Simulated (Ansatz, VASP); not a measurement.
# One calculation of GaSb, two programs

File INCAR:

```
  PREC = Accurate
  ENCUT = 520
  EDIFF = 1E-6
  ISMEAR = 0
  SIGMA = 0.1
  LREAL = False
  LASPH = True
  NELM = 100
  ALGO = Fast
  ISIF = 2
  LWAVE = False
  LCHARG = False
  GGA = CA
  NBANDS = 16
```

KPOINTS

```
Automatic mesh
0
Gamma
  6 6 6
```

The input POSCAR:

```
GaSb
1.0
   -1.5559010000      2.6750030000      2.8933130000
    1.5559010000     -2.6750030000      2.8933130000
    1.5559010000      2.6750030000     -2.8933130000
Ga Sb
1 1
Direct
    0.0000000000      0.0000000000      0.0000000000
    0.5000000000      0.5000000000      0.0000000000
```

Input for Ansatz:

```yaml
crystal:
  lattice:
    - [-1.555901, 2.675003, 2.893313]
    - [1.555901, -2.675003, 2.893313]
    - [1.555901, 2.675003, -2.893313]
  atoms:
    - { symbol: Ga, position: [0.0, 0.0, 0.0] }
    - { symbol: Sb, position: [0.5, 0.5, 0.0] }
basis:
  ecutwfc: 420
kpoints:
  mp_grid: { grid: [6, 6, 6] }
hamiltonian:
  xc: lda
scf:
  occupations: { method: gaussian, width: 0.1 }
output:
  forces: true
  stress: true
  eigenvalues: true
```

Measurements of this composition are mostly on another form, of space group No. 216.

Alike in both runs: task single point; functional LDA; k mesh 6 × 6 × 6; occupations gaussian, width 0.1 eV; no spin polarisation.

```csv
,VASP,Ansatz
version,VASP 6.6.1,Ansatz 0.2.0
potentials or method,"VASP PAW LDA potentials, release 64 (Ga_d, Sb)","scalar-relativistic, plane waves, PAW"
plane-wave cutoff (eV),520,420
valence electrons in the cell,18,28
```

```tsv
	VASP	Ansatz	Ansatz less VASP
gap on the k mesh at the Fermi level (eV)	none	none	-
pressure (GPa)	-4.2	-4.3	-0.11
largest component of the traceless stress (GPa)	2.19	2.21	+0.024
```

A gap of «none» marks a metal or a gap that the smearing closes. The two sets of potentials don't hold the same shells in valence.

Caveats: the k mesh is coarse (spacing up to 0.39 Å⁻¹), so the values aren't converged. Spin-orbit coupling is left out, which matters for the levels of Sb.
